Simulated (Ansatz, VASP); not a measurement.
**Cross-check of Nb between VASP and Ansatz**

Wanted: the spread between two codes on one cell, functional and k mesh. Of the first pair: The structure shown is the start of the Ansatz relaxation below; VASP solves that cell, so the two are compared at the walk's first step.

Program: Ansatz 0.2.0. Level of theory: plane waves, with VASP 6.6.1 beside it; single point at PBEsol. Results are calculated unless marked as measured.

### 1. The starting structure

The cell holds 5 atoms: 5 Nb. Cell: a = 3.300 Å, b = 3.300 Å, c = 37.000 Å, α = 90.0°, β = 90.0°, γ = 90.0°. It derives from Nb. Vacuum lies along c. The height across the vacuum is the one that the program set for its solve, not the one typed.

Structure file:

```cif
data_structure
_symmetry_space_group_name_H-M 'P 1'
_symmetry_Int_Tables_number 1
_cell_length_a 3.3000
_cell_length_b 3.3000
_cell_length_c 37.0000
_cell_angle_alpha 90.000
_cell_angle_beta 90.000
_cell_angle_gamma 90.000
_cell_volume 402.93
loop_
_atom_site_label
_atom_site_type_symbol
_atom_site_fract_x
_atom_site_fract_y
_atom_site_fract_z
_atom_site_occupancy
Nb1 Nb 0.00000 0.00000 0.17568 1
Nb2 Nb 0.50000 0.50000 0.22027 1
Nb3 Nb 0.00000 0.00000 0.26487 1
Nb4 Nb 0.50000 0.50000 0.30946 1
Nb5 Nb 0.00000 0.00000 0.35405 1
```

### 2. Ansatz: relaxation, PBEsol

Ansatz runs on its PAW soft_1 files.

The two programs are compared at the cell with which this relaxation starts, whose forces are those of its first step.

Contents of input.yaml:

```yaml
crystal:
  lattice:
    - [3.3, 0.0, 0.0]
    - [0.0, 3.3, 0.0]
    - [0.0, 0.0, 19.6]
  atoms:
    - { symbol: Nb, position: [0.0, 0.0, 0.331633] }
    - { symbol: Nb, position: [0.5, 0.5, 0.415816] }
    - { symbol: Nb, position: [0.0, 0.0, 0.5] }
    - { symbol: Nb, position: [0.5, 0.5, 0.584184] }
    - { symbol: Nb, position: [0.0, 0.0, 0.668367] }
  periodic: [true, true, false]
kpoints:
  mp_grid: { grid: [6, 6, 1] }
hamiltonian:
  xc: pbesol
  pseudopotentials: { kind: paw, azcp: { folder: soft_1 }, xc_functional: pbe }
scf:
  occupations: { method: gaussian, width: 0.1 }
output:
  forces: true
  stress: true
  eigenvalues: true
relax:
  adjacent_minimum: "off"
  f_tol: 0.05
  max_steps: 80
  cell: { stress_2d_tol: 0.02 }
```

Command:

```console
ansatz run input.yaml --threads 4 --pin off --max-ram 16384MiB --backend cpu --events-out ev --progress --plain --runs-dir out
```

Numbers of over 12 decimals in the logs are rounded to 6 here.

What it wrote:

```text
Warning: crystal.periodic: the lattice vector that does not repeat stood 0.000° off the slab's normal, 19.600 Å along it as the deck builds it. The run solves the slab on a vector along the normal, 37.000 Å long, with every atom where it was (on the deck's vector they left 13.00 Å outside them, and the widest stretch free of ions among them is 1.65 Å). A fractional position that the run reports is one of the run's ce [...]
The last accepted step is kept in <dir> (removed where the run ends without a failure and the disk answers)
crystal.periodic: the lattice vector that does not repeat stood 0.000° off the slab's normal, 19.600 Å along it as the deck builds it. The run solves the slab on a vector along the normal, 37.000 Å long, with every atom where it was (on the deck's vector they left 13.00 Å outside them, and the widest stretch free of ions among them is 1.65 Å). A fractional position that the run reports is one of the run's cell, which [...]
Engine: ansatz 0.2.0, aarch64-unknown-linux-gnu
Pseudopotentials: kind: paw
Pseudopotential: Nb, paw, valence charge 13, recommended cutoff 420 eV (normal), soft_1/Nb.paw.azcp
Functional definition: PBEsol
  exchange = pbesol_x
  correlation = pbesol_c
Crystal: 5 atoms, lattice volume = 402.930 Å³
Basis set: ecut = 420 eV, 7971 PW (Γ), exchange–correlation on 48×48×500 points (8 copies of the dense FFT grid, shifted against one another)
Bands: 39, of which v1, the nominal top of the filled ones, is band 33 counted from 1 (32 counted from 0)
Symmetry: 16 space group operations
Space group: P4/mmm (ITA 123), of the structure as read, at distance tolerance 7.4e-5 Å
k-points: 10 of 36
Non-local potential: Nb, projectors of the file, l = 0: 3, l = 1: 2, l = 2: 2, l = 3: 1
PAW form: soft (Blöchl's): semilocal exchange-correlation on the pseudo side does not see the compensation charge
PAW frozen core: Nb, regenerated for the run's functional, and the local potential with it (the file was generated under x = pbe(κ = 0.804, μ = 0.219515), c = pbe(β = 0.066725))
PAW one-centre angular grid: Nb, 590 points (default); XC on 64 Gauss nodes
Initial density: superposition of atomic densities (neutral atoms: chi_scale 0, normalization atom)
Initial wavefunctions: pseudopotential atomic-orbital guess
Functional: x = pbesol(κ = 0.804, μ = 0.123457), c = pbesol(β = 0.046)
SCF iter   1: F=—  HF=-22480.780948 eV  |F-HF|=—  |Δ(HF+E_count)|=         —  Δρ=5.11e-2  dr2=7.85e1  ethr=3.10e-3  ⟨swp⟩=13.0  Hψ=2600  notcnv=0
preconditioner: auto → LDOS  [metal: Δε(μ)=0.032 eV  Ē_g=3.882 eV  σ=0.100 eV  W_gap=0.18  n_scr=50 (ndim 8)  ℏωp=9.2 eV  f_vac=0.697  D(μ)=4.01/eV (n_scr^D=14)  β→1.0]
SCF iter   2: F=—  HF=-22509.276864 eV  |F-HF|=—  |Δ(HF+E_count)|=    2.85e1  Δρ=1.00e-1  dr2=2.15e3  ethr=3.10e-3  ⟨swp⟩=18.5  Hψ=4194  notcnv=0  defer=15  recentre
[...]
SCF iter   2: F=—  HF=-22473.953063 eV  |F-HF|=—  |Δ(HF+E_count)|=   4.04e-3  Δρ=1.20e-3  dr2=1.72e-2  ethr=1.33e-4  ⟨swp⟩=2.6  Hψ=549  notcnv=0
SCF iter   3: F=—  HF=-22473.951751 eV  |F-HF|=—  |Δ(HF+E_count)|=   1.31e-3  Δρ=4.11e-4  dr2=4.39e-3  ethr=2.64e-5  ⟨swp⟩=2.9  Hψ=608  notcnv=0
SCF iter   4: F=—  HF=-22473.951568 eV  |F-HF|=—  |Δ(HF+E_count)|=   1.83e-4  Δρ=9.80e-5  dr2=7.55e-5  ethr=6.75e-6  ⟨swp⟩=2.4  Hψ=606  notcnv=0
SCF iter   5: F=—  HF=-22473.951468 eV  |F-HF|=—  |Δ(HF+E_count)|=   9.98e-5  Δρ=2.97e-5  dr2=1.70e-5  ethr=1.16e-7  ⟨swp⟩=3.8  Hψ=880  notcnv=0
SCF iter   6: F=—  HF=-22473.951471 eV  |F-HF|=—  |Δ(HF+E_count)|=   2.47e-6  Δρ=8.14e-6  dr2=7.89e-7  ethr=2.62e-8  ⟨swp⟩=2.3  Hψ=533  notcnv=0
SCF iter   7: F=-22473.951471 eV  HF=-22473.951471 eV  |F-HF|=3.06e-7  |Δ(HF+E_count)|=   4.89e-7  Δρ=3.72e-6  dr2=4.47e-7  ethr=7.69e-10  ⟨swp⟩=11.9  Hψ=2178  notcnv=0
SCF 5 converged in 7 iterations: F = -22473.951471 eV  dr2 = 4.47e-7
relax step   5: F+E_penalty+E_count = -22473.95147085 eV  Δ(F+E_penalty+E_count) = -3.180e-3 eV  max|allowed force component| = 9.817e-3 eV/Å  Δτ_max = 0.0295 Å  P = +0.120 N/m  Ω = 393.173 Å³  energy of the carried Pulay correction = +1.665e-4 eV  fix = [c, alpha, beta]  reactions: c +0.000 N/m  (7 SCF iters, dr2 threshold 5.00e-7 eV, accepted)
[...]
relax step   6: F+E_penalty+E_count = -22473.95149848 eV  Δ(F+E_penalty+E_count) = -2.763e-5 eV  max|allowed force component| = 9.486e-4 eV/Å  Δτ_max = 0.0007 Å  P = +0.017 N/m  Ω = 393.424 Å³  energy of the carried Pulay correction = +1.622e-4 eV  fix = [c, alpha, beta]  reactions: c +0.000 N/m  (6 SCF iters, dr2 threshold 1.31e-8 eV, accepted)
[...]
relax step   7: F+E_penalty+E_count = -22473.95132307 eV  Δ(F+E_penalty+E_count) = +1.754e-4 eV  max|allowed force component| = 9.157e-4 eV/Å  Δτ_max = 0.0000 Å  P = +0.017 N/m  Ω = 393.424 Å³  fix = [c, alpha, beta]  reactions: c +0.000 N/m  stress off target by 1.72e-2 N/m on what of the cell is left free  SCF on the basis re-selected at this cell (its energy is not comparable with the rows above)  (7 SCF iters)
basis re-selected at this cell: Δ(F+E_penalty+E_count) = +1.754e-4 eV, ΔP = +0.000 N/m vs the last step (what re-selecting the basis moved, of the pressure what is left beyond the Pulay correction that the steps carried, after the strain that the cell walked since its last selection, with what the two solves' SCF thresholds leave and, on support functions, any second-order correction that the steps lacked; it is no m [...]
SCF converged after 7 iterations
Free energy (F): -22473.951323 eV
Harris-Foulkes:  -22473.951323 eV  (|F-HF|=4.00e-11)
Internal energy: -22473.915970 eV  (E = F + TS)
E sigma→0 (E₀):  -22473.933646 eV
Entropy (-TS):   -0.035353 eV (-7.071 meV/atom)
Fermi energy:    -3.694039 eV
--- Per-component energies (eV) ---
  E_band       = -1744.141583
  E_kinetic    = 1868.726162
  E_local      = -242033.988654  (includes V_loc(G=0)·N_el)
  E_nonlocal   = 487.381626
  E_hartree    = 119764.598517
  E_xc         = -821.738398
  E_vxc        = -998.550947  (∫ρ·V_xc dr)
  E_paw        = -15133.750982  (= ΣΔE_a)
  E_vpaw       = -596.907267  (= ΣTr[D̂ρ^β])
  E_aug_tail   = 0.000206  (compensation charges beyond the density's cutoff)
  E_ewald      = 113393.912008
  E_core_change = 0.943548  (= ΣΔE_core)
  E_smearing   = -0.035353  (= −TS)
  E_closure    = -0.000000  (closes the sum)
  Σ components = -22473.951323   (vs F -22473.951323, Δ=0.00e0)
--- Forces (eV/Å), atoms counted from 1 ---
  atom   1  Nb     0.00000000     0.00000000     0.00020226
  atom   2  Nb     0.00000000     0.00000000    -0.00091574
  atom   3  Nb     0.00000000    -0.00000000     0.00000000
  atom   4  Nb     0.00000000     0.00000000     0.00091574
  atom   5  Nb     0.00000000     0.00000000    -0.00020226
  max |Σ_I F_I| component: 5.42e-20 eV/Å
--- 2D stress c σ (N/m, compression-positive) ---
        0.017240       0.000000       0.000000
        0.000000       0.017240       0.000000
        0.000000       0.000000       0.000000
  P = ½ c Tr σ = 0.0172 N/m
--- Band table (eV; the first three rows and the last of 10) ---
  k-point 0: bands = [... 29 lower, -3.5604, -3.4860, -3.4821, -3.4821, -3.2422, -3.2422, -3.1185, -2.8123, ... 2 higher]
  k-point 1: bands = [... 29 lower, -4.2420, -4.1233, -3.7690, -3.7338, -3.3831, -3.2752, -2.6862, -2.4636, ... 2 higher]
  k-point 2: bands = [... 29 lower, -4.5239, -4.4111, -4.2983, -3.9914, -3.3092, -2.8502, -2.4774, -1.9673, ... 2 higher]
  k-point 9: bands = [... 29 lower, -4.6789, -4.6789, -3.5793, -3.5793, -1.3973, -1.3973, -1.3665, -1.2909, ... 2 higher]
--- Relaxed structure (6 steps of the walk, 6 accepted, 1 SCFs on fresh bases) ---
  F+E_penalty+E_count = -22473.95132307 eV   max|allowed force component| = 9.157e-4 eV/Å   (the final SCF, on the basis selected at the relaxed cell)
  cell:  # Å, volume = 393.4236 Å³
    - [3.260840, 0, 0.0]
    - [0, 3.260840, 0.0]
    - [0.0, 0.0, 36.9999728]
  atoms:
    - { symbol: Nb, position: [0, 0, 0.181388] }
    - { symbol: Nb, position: [0.5, 0.5, 0.219776] }
    - { symbol: Nb, position: [0, 0, 0.264865] }
    - { symbol: Nb, position: [0.5, 0.5, 0.309954] }
    - { symbol: Nb, position: [0, 0, 0.348342] }
```

In the SCF lines HF is the Harris–Foulkes energy and dr2 the Hartree energy of the density residual, in eV; the loop may stop once dr2 is under the threshold and the program's other checks hold. Hψ counts applications of the Hamiltonian.

### 3. VASP: single point, PBEsol, start cell, pair 1

The same cell, functional, mesh and smearing now go to VASP, with its own data sets.

Lines of VASP's logs that name or quote its potential files are left out, and so is its time.

Contents of INCAR:

```
SYSTEM = Nb
PREC = Accurate
ENCUT = 400
EDIFF = 1E-06
NELM = 120
ISMEAR = 0
SIGMA = 0.1
LREAL = .FALSE.
ALGO = Normal
GGA = PS
NBANDS = 40
LASPH = .TRUE.
LORBIT = 11
LWAVE = .FALSE.
LCHARG = .FALSE.
ISIF = 2
LDIPOL = .TRUE.
IDIPOL = 3
DIPOL = 0.5 0.5 0.265
LVHAR = .TRUE.
GGA_COMPAT = .FALSE.
NELMDL = -8
KPAR = 2
```

Contents of POSCAR:

```
Nb
1.0
    3.3000000000      0.0000000000      0.0000000000
    0.0000000000      3.3000000000      0.0000000000
    0.0000000000      0.0000000000     36.9999730000
Nb
5
Direct
    0.0000000000      0.0000000000      0.1756759931
    0.5000000000      0.5000000000      0.2202702688
    0.0000000000      0.0000000000      0.2648650581
    0.5000000000      0.5000000000      0.3094598474
    0.0000000000      0.0000000000      0.3540541232
```

Contents of KPOINTS:

```
Automatic mesh
0
Gamma
6 6 1
0 0 0
```

PAW data sets: Nb_sv (PBE family, release 64).

Command:

```console
mpirun -np 2 vasp_std
```

What it wrote:

```text
[banner, memory and clock lines left out]
running    2 mpi-ranks, on    1 nodes
 distrk:  each k-point on    1 cores,    2 groups
 distr:  one band on    1 cores,    1 groups

 POSCAR found type information on POSCAR Nb
 POSCAR found :  1 types and       5 ions
|                                                                             |
|               ----> ADVICE to this user running VASP <----                  |
|                                                                             |
|     You enforced a specific xc type in the INCAR file but a different       |
|     [... a line on the potential file left out ...]
|     I HOPE YOU KNOW WHAT YOU ARE DOING!                                     |
|                                                                             |

 LDA part: xc-table for (Slater+PW92), standard interpolation
 POSCAR, INCAR and KPOINTS ok, starting setup
 FFT: planning ... GRIDC
 FFT: planning ... GRID_SOFT
 FFT: planning ... GRID
 WAVECAR not read
 entering main loop
       N       E                     dE             d eps       ncg     rms          rms(c)
DAV:   1     0.486671572158E+03    0.48667E+03   -0.33281E+04  1216   0.113E+03
DAV:   2     0.598885657361E+01   -0.48068E+03   -0.46577E+03  1032   0.409E+02
DAV:   3    -0.518791252937E+02   -0.57868E+02   -0.56748E+02  1256   0.906E+01
DAV:   4    -0.577477161955E+02   -0.58686E+01   -0.58004E+01  1376   0.311E+01
DAV:   5    -0.581753467856E+02   -0.42763E+00   -0.42552E+00  1296   0.716E+00
DAV:   6    -0.581915652469E+02   -0.16218E-01   -0.16123E-01  1352   0.136E+00
DAV:   7    -0.581924614958E+02   -0.89625E-03   -0.89066E-03  1192   0.261E-01
DAV:   8    -0.581925511727E+02   -0.89677E-04   -0.89420E-04  1304   0.739E-02    0.175E+01
DAV:   9    -0.675928464017E+02   -0.94003E+01   -0.10932E+02  1304   0.439E+01    0.231E+01
DAV:  10    -0.549899805848E+02    0.12603E+02   -0.13881E+02  1248   0.377E+01    0.923E+00
DAV:  11    -0.512367756923E+02    0.37532E+01   -0.18282E+01  1352   0.174E+01    0.498E+00
DAV:  12    -0.509242135408E+02    0.31256E+00   -0.22995E+00  1240   0.680E+00    0.304E+00
DAV:  13    -0.508793317576E+02    0.44882E-01   -0.16211E-01  1216   0.236E+00    0.259E+00
DAV:  14    -0.508550837438E+02    0.24248E-01   -0.16077E-01  1200   0.310E+00    0.120E+00
[...]
DAV:  25    -0.508160320730E+02   -0.37368E-04   -0.26513E-06   744   0.724E-03    0.300E-03
DAV:  26    -0.508160444513E+02   -0.12378E-04   -0.74982E-07   680   0.476E-03    0.228E-03
DAV:  27    -0.508160499770E+02   -0.55256E-05   -0.24356E-07   664   0.275E-03    0.120E-03
DAV:  28    -0.508160562848E+02   -0.63078E-05   -0.35714E-07   672   0.369E-03    0.783E-04
DAV:  29    -0.508160578910E+02   -0.16062E-05   -0.12715E-07   632   0.252E-03    0.422E-04
DAV:  30    -0.508160589765E+02   -0.10856E-05   -0.74858E-08   624   0.124E-03    0.417E-04
DAV:  31    -0.508160600032E+02   -0.10267E-05   -0.56186E-08   624   0.150E-03    0.179E-04
DAV:  32    -0.508160602536E+02   -0.25033E-06   -0.38150E-08   600   0.839E-04
   1 F= -.50816060E+02 E0= -.50801687E+02  d E =-.287464E-01
```

OUTCAR, selected parts (step 3):

```text
ion  position               nearest neighbor table
   1  0.000  0.000  0.176-   2 2.86   2 2.86   2 2.86   2 2.86
   2  0.500  0.500  0.220-   1 2.86   1 2.86   1 2.86   1 2.86   3 2.86   3 2.86   3 2.86   3 2.86

  LATTYP: Found a simple tetragonal cell.
 ALAT       =     3.3000000000
 C/A-ratio  =    11.2121130303

 Subroutine GETGRP returns: Found 16 space group operations
 (whereof  8 operations were pure point group operations)

The static configuration has the point symmetry C_4v.
 The point group associated with its full space group is D_4h.

 Found     10 irreducible k-points:

   k-points           NKPTS =     10   k-points in BZ     NKDIM =     10   number of bands    NBANDS=     40

   dimension x,y,z NGX =    24 NGY =   24 NGZ =  250
   dimension x,y,z NGXF=    48 NGYF=   48 NGZF=  500

   ENCUT  =  400.0 eV  29.40 Ry    5.42 a.u.   5.38  5.38 60.34*2*pi/ulx,y,z

   NELECT =      65.0000    total number of electrons

 k-points in reciprocal lattice and weights: Automatic mesh
   0.00000000  0.00000000  0.00000000       0.028
   0.16666667  0.00000000  0.00000000       0.111
   0.33333333  0.00000000  0.00000000       0.111
   0.50000000  0.00000000  0.00000000       0.056
   0.16666667  0.16666667  0.00000000       0.111
   0.33333333  0.16666667  0.00000000       0.222
   0.50000000  0.16666667  0.00000000       0.111
   0.33333333  0.33333333  0.00000000       0.111
   0.50000000  0.33333333  0.00000000       0.111
   0.50000000  0.50000000  0.00000000       0.028

 dipolmoment           0.000000      0.000000     -0.000002 electrons x Angstroem

 average (electrostatic) potential at core
       1 -88.9485       2 -88.1803       3 -88.1116       4 -88.1803       5 -88.9485

 E-fermi :  -0.3362

 k-point     1 :       0.0000    0.0000    0.0000
  band No.  band energies     occupation
    ...
     24      -3.7447      2.00000
     25      -3.3229      2.00000
     26      -3.0671      2.00000
     27      -2.9675      2.00000
     28      -1.6589      2.00000
     29      -0.2653      0.31644
     30      -0.2023      0.05836
     31      -0.1255      0.00289
     32      -0.1255      0.00289
     33      -0.0427      0.00003
    ...

 k-point     2 :       0.1667    0.0000    0.0000
  band No.  band energies     occupation
    ...
     28      -1.4955      2.00000
     29      -0.7703      2.00000
     30      -0.7418      2.00000
     31      -0.6472      1.99999
     32      -0.4028      1.65367
     33      -0.2685      0.33846
     34       0.0403      0.00000
     35       0.0995      0.00000
     36       0.4218      0.00000
     37       0.5554      0.00000
    ...

 k-point     3 :       0.3333    0.0000    0.0000
  band No.  band energies     occupation
    ...
     29      -1.1325      2.00000
     30      -0.9330      2.00000
     31      -0.8172      2.00000
     32      -0.5588      1.99835
     33      -0.3781      1.44692
     34      -0.0321      0.00002
     35      -0.0089      0.00000
     36       0.8426      0.00000
     37       0.9722      0.00000
     38       1.3384      0.00000
    ...

  Total       -8.0745642     -8.0745642     -6.6183450      0.0000000      0.0000000      0.0000000
  in kB      -32.1070487    -32.1070487    -26.3166557      0.0000000      0.0000000      0.0000000
  external PRESSURE =     -30.1769177 kB  Pullay stress =       0.0000000 kB

  energy-cutoff  :      400.00
  volume of cell :      402.93
      direct lattice vectors                 reciprocal lattice vectors
     3.300000000  0.000000000  0.000000000     0.303030303  0.000000000  0.000000000
     0.000000000  3.300000000  0.000000000     0.000000000  0.303030303  0.000000000
     0.000000000  0.000000000 36.999973000     0.000000000  0.000000000  0.027027047

 POSITION                                       TOTAL-FORCE (eV/Angst)
 -----------------------------------------------------------------------------------
      0.00000      0.00000      6.50001         0.000000     -0.000000      1.505072
      1.65000      1.65000      8.14999        -0.000000      0.000000     -1.142338
      0.00000      0.00000      9.80000         0.000000      0.000000     -0.000000
      1.65000      1.65000     11.45001        -0.000000     -0.000000      1.142338
      0.00000      0.00000     13.09999        -0.000000      0.000000     -1.505072
 -----------------------------------------------------------------------------------
    total drift:                                0.000000      0.000000     -0.000012

  FREE ENERGIE OF THE ION-ELECTRON SYSTEM (eV)
  ---------------------------------------------------
  free  energy   TOTEN  =       -50.8160602536 eV

  energy  without entropy=      -50.7873138613  energy(sigma->0) =      -50.80168706

 vacuum level on the upper side and lower side of the slab         3.456         3.456

 total charge
# of ion       s       p       d       tot
------------------------------------------
    1        2.214   5.940   2.440  10.594
    2        2.221   6.008   2.470  10.699
    3        2.216   6.007   2.489  10.712
    4        2.221   6.008   2.470  10.699
    5        2.214   5.940   2.440  10.594
--------------------------------------------------
tot         11.086  29.902  12.309  53.297

[... 3 further parts left out ...]
```

The run ends at a pressure of -3.02 GPa, with forces up to 1.5 eV/Å.

### 4. Comparison

Known differences besides the potentials themselves: Ansatz cuts the interaction across the vacuum, VASP repeats the sheet with a dipole correction; the cutoff is 420 eV in Ansatz and 400 eV in VASP; Ansatz makes its cores anew for this functional, VASP keeps those of its PBE data sets. Total energies have different zeros and are not compared.

Forces (eV/Å; atoms numbered as in POSCAR):

| atom | Ansatz x, y, z | VASP x, y, z |
| --- | --- | --- |
| Nb1 | 0.000, 0.000, 1.499 | 0.000, 0.000, 1.505 |
| Nb2 | 0.000, 0.000, -1.143 | 0.000, 0.000, -1.142 |
| Nb3 | 0.000, 0.000, 0.000 | 0.000, 0.000, 0.000 |
| Nb4 | 0.000, 0.000, 1.143 | 0.000, 0.000, 1.142 |
| Nb5 | 0.000, 0.000, -1.499 | 0.000, 0.000, -1.505 |

The forces differ by 2.3 meV/Å r.m.s., which is 0.3 % of the r.m.s. force of 0.690 eV/Å (both taken over all components). With vacuum in the cell, a pressure given here is an average over mostly empty space and none of the material.

[end of part 1 of 2]

[Lines on the potential files, build, host, timing and source positions are cut from VASP's logs without a mark.]

[Logs are printed without paths, hosts, clocks, repeated set-up lines and the standing remarks that a program may print on its own settings, such as how far it seeks lower states.]

[Hosts, paths, dates, database ids (printed as entryN), source tags and the programs' standing remarks are cut or masked in the printed files.]
